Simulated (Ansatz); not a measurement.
TiC (Fm-3m), random displacements

Method: DFT PBEsol, scalar-relativistic, plane waves, PAW in Ansatz. The runs took a 420 eV cutoff, a Γ-centred 12×12×12 mesh and cold smearing (0.1 eV). No spin polarisation. Energies are free energies at this smearing, counted from the undisturbed cell; pressure is positive in compression.

The undisturbed cell (as given, not relaxed at this level):

```
Ti C
1.0
     4.32800    0.00000    0.00000
     0.00000   -4.32800    0.00000
     0.00000    0.00000   -4.32800
Ti C
4 4
Direct
  0.00000 0.50000 0.50000
  0.50000 0.00000 0.50000
  0.50000 0.50000 0.00000
  0.00000 0.00000 0.00000
  0.50000 0.00000 0.00000
  0.00000 0.50000 0.00000
  0.00000 0.00000 0.50000
  0.50000 0.50000 0.50000
```

The atoms are displaced (Å, in the unstrained cell):

```
atom ux uy uz
 Ti1   0.256  -0.039   0.441
 Ti2   0.115   0.196   0.288
 Ti3  -0.079   0.005   0.028
 Ti4  -0.070  -0.132   0.032
  C5  -0.048  -0.038  -0.015
  C6  -0.286  -0.005  -0.380
  C7   0.110  -0.236  -0.020
  C8   0.003   0.250  -0.374
```

Strain (Voigt, engineering shear): (-0.0324, -0.0102, 0.0272, -0.0336, 0.1224, -0.0542).

Problem. What are the energy change, the stress and the forces?

Solution. ΔE = 1358.9 meV/atom; stress (xx, yy, zz, yz, xz, xy; compression positive) (38.13, 10.16, 71.83, 9.13, -30.62, 4.27) GPa.
```csv
atom,Fx (eV/Å),Fy,Fz
Ti1,2.51,-1.02,-25.13
Ti2,-0.07,-2.53,-4.91
Ti3,-1.90,-0.26,0.46
Ti4,-0.55,1.52,1.12
C5,-0.02,0.93,1.22
C6,-2.25,-0.26,21.58
C7,-0.60,2.90,1.04
C8,2.88,-1.27,4.61
```

Cost: 1 run of about 3 core-minutes, on Intel Xeon Platinum 8375C (Ice Lake) (shared hosts).